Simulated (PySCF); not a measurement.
An unknown is described by computed data only.

Formula: C4H8.

* 13C NMR: chemical shifts (computed TMS as zero) by class: 157.7 (1 C), 120.5 (1 C), 27.5 (2 C) ppm [GIAO PBE0/pcSseg-2]
* Dipole: 0.59 D [CAM-B3LYP/aug-cc-pVTZ]
* 1H NMR: chemical shifts (computed TMS as zero) by class: 5.03 (2 H), 1.83 (6 H) ppm [GIAO PBE0/pcSseg-2]
* Polarisability: 52.6 au [CAM-B3LYP/aug-cc-pVTZ]
* UV, strongest line: among the 10 lowest singlet transitions: S2 at 6.68 eV (186 nm, f = 0.245) [TDDFT CAM-B3LYP/aug-cc-pVTZ]
* Rotational structure: rotational constants A, B, C: 9.234, 8.488, 4.677 GHz [PBE0-D3(BJ)/def2-TZVP]
* Triplet: lowest triplet excitation (Tamm–Dancoff): 4.37 eV [TDA CAM-B3LYP/aug-cc-pVTZ]

Electronic properties: PySCF, gas phase, density fitting. Levels stand in brackets. Geometry: PBE0-D3(BJ)/def2-TZVP; no solvent, vibrations or thermal averaging. NMR classes are plain means over equivalent atoms (diastereotopic ones count apart unless rotation or inversion swaps them), as if these changed places fast.

Q: Propose a structure and show how it fits.

A: Numbering: `[CH2:1]=[C:2]([CH3:3])[CH3:4]`. Its formula, C4H8, gives 1 degree of unsaturation: 0 rings and 1 π bond in the structure found. 4 carbons fall into 3 classes; from least to most shielded: fully substituted alkene carbon [C2] (157.7 ppm), terminal =CH2 carbon [C1] (120.5 ppm), allylic carbon [C3/C4] (27.5 ppm, 2 C). Hydrogen classes from least to most shielded: 2 H on a terminal =CH2 carbon, C1 (5.03 ppm), 6 H on 2 allylic carbons, C3/C4 (1.83 ppm). The optimised geometry has point group C2v and is an asymmetric top. Structure: `C=C(C)C`. Computed isomers that give other values at the same levels: `C/C=C\C` (13C chemical shifts (computed TMS as zero) by class: 136.7 (2 C), 14.9 (2 C) ppm); `CC1CC1` (rotational constant A: 15.761 GHz; this holds for the one conformer computed); `C=CCC` (rotational constant A: 22.903 GHz; this holds for the one conformer computed). The assignments are read from this structure; whether some other isomer fits the data as well wasn't checked.
